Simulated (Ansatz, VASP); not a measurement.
GaAs in VASP and in Ansatz

Contents of INCAR:

```
SYSTEM = GaAs
PREC = Accurate ; ENCUT = 600
EDIFF = 1E-6 ; ISMEAR = 0
SIGMA = 0.01 ; LREAL = .False.
LASPH = .True. ; NELM = 80
ALGO = Normal ; ISIF = 3
LWAVE = .False. ; LCHARG = .False.
GGA = RP ; IBRION = 2
NSW = 100 ; EDIFFG = -0.002
```

KPOINTS

```
Automatic mesh
0
Gamma
  10 10 10
  0 0 0
```

Contents of POSCAR:

```
GaAs
1.0
    0.0000000000      2.8750910500      2.8750910500
    2.8750910500      0.0000000000      2.8750910500
    2.8750910500      2.8750910500      0.0000000000
Ga As
1 1
Direct
    0.0000000000      0.0000000000      0.0000000000
    0.7500000000      0.7500000000      0.7500000000
```

Input for Ansatz:

```yaml
crystal:
  lattice:
    - [0.0, 2.87509105, 2.87509105]
    - [2.87509105, 0.0, 2.87509105]
    - [2.87509105, 2.87509105, 0.0]
  atoms:
    - { symbol: Ga, position: [0.0, 0.0, 0.0] }
    - { symbol: As, position: [0.75, 0.75, 0.75] }
basis:
  ecutwfc: 420
kpoints:
  mp_grid: { grid: [10, 10, 10] }
hamiltonian:
  xc: rpbe
  pseudopotentials: { kind: paw, azcp: { folder: soft_1 } }
scf:
  occupations: { method: gaussian, width: 0.01 }
output:
  forces: true
  stress: true
  eigenvalues: true
  write_density: true
  write_potential: true
  elf: true
  volumetric_format: npy
relax:
  adjacent_minimum: "off"
  f_tol: 0.002
  max_steps: 80
  cell: { stress_tol: 0.02 }
```

The cell is a database's computed one.

Alike in both runs: task relaxation of cell and atoms; functional RPBE; k mesh 10 × 10 × 10; occupations gaussian, width 0.01 eV; no spin polarisation.

|  | VASP | Ansatz |
| --- | --- | --- |
| version | VASP 6.6.1 | Ansatz 0.2.0 |
| potentials or method | VASP PAW PBE potentials, release 64 (Ga_d, As) | scalar-relativistic, plane waves, PAW |
| plane-wave cutoff (eV) | 600 | 420 |
| valence electrons in the cell | 18 | 28 |

```tsv
	VASP	Ansatz	Ansatz less VASP
gap on the k mesh at the Fermi level, each at its own relaxed structure (eV)	0.05	0.07	+0.020
relaxed volume (Å³/atom)	24.50	24.44	-0.063
relaxed cell length with the largest relative difference (Å)	4.107	4.104	-0.0035
energy change over the relaxation (meV/atom)	-4	-3	+0.4
```

The two sets of potentials don't hold the same shells in valence.

Caveats: the PAW data sets were made with another functional, which shifts forces and pressure a little (VASP).
